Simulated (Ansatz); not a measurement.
Ru: symmetry broken, then relaxed

Method: Ansatz, DFT PBEsol, scalar-relativistic, plane waves, PAW. The runs took a 420 eV cutoff, a Γ-centred 12×12×8 mesh and Gaussian smearing (0.15 eV). No spin polarisation. Energies are free energies at this smearing, counted from the undisturbed cell; pressure is positive in compression.

The starting cell (relaxed at this level):

```
CELL_PARAMETERS angstrom
2.68952 0.00000 0.00000
-1.34476 2.32920 0.00000
0.00000 0.00000 4.25192
ATOMIC_POSITIONS crystal
Ru 0.33333 0.66667 0.25000
Ru 0.66667 0.33333 0.75000
```

The atoms are displaced (Å, in the unstrained cell):

| atom | ux | uy | uz |
| --- | --- | --- | --- |
| Ru1 | 0.075 | -0.001 | -0.005 |
| Ru2 | -0.075 | 0.001 | 0.005 |

Cell and atoms are then relaxed.

Task: Does the relaxation return to the undisturbed structure?

Result: Yes (up to a choice of domain or origin): same space group and volume, and an energy 0.0 meV/atom from it. The disturbance itself cost 42.8 meV/atom. The final space group reads P6_3/mmc (tolerance 0.05 Å) and the volume changes by 0.00 %.

Final structure:

```yaml
crystal:
  lattice:
    - [2.68990, 0.00000, 0.00000]
    - [-1.34495, 2.32952, 0.00000]
    - [0.00000, 0.00000, 4.25064]
  atoms:
    - { symbol: Ru, position: [0.33333, 0.66667, 0.25000] }
    - { symbol: Ru, position: [0.66667, 0.33333, 0.75000] }
```

The relaxation, step by step (energy from the first step; small jumps at an unchanged geometry come where the plane waves are selected anew for the new cell):

```
step  ΔE (meV/atom) largest force component (eV/Å) pressure (GPa)
   1            0.0                           1.132            1.15
   2          -22.2                           0.699            1.64
   3          -26.8                           0.006          -10.74
   4          -42.7                           0.002            0.07
   5          -42.8                           0.000            0.00
   6          -42.8                           0.000           -0.01
```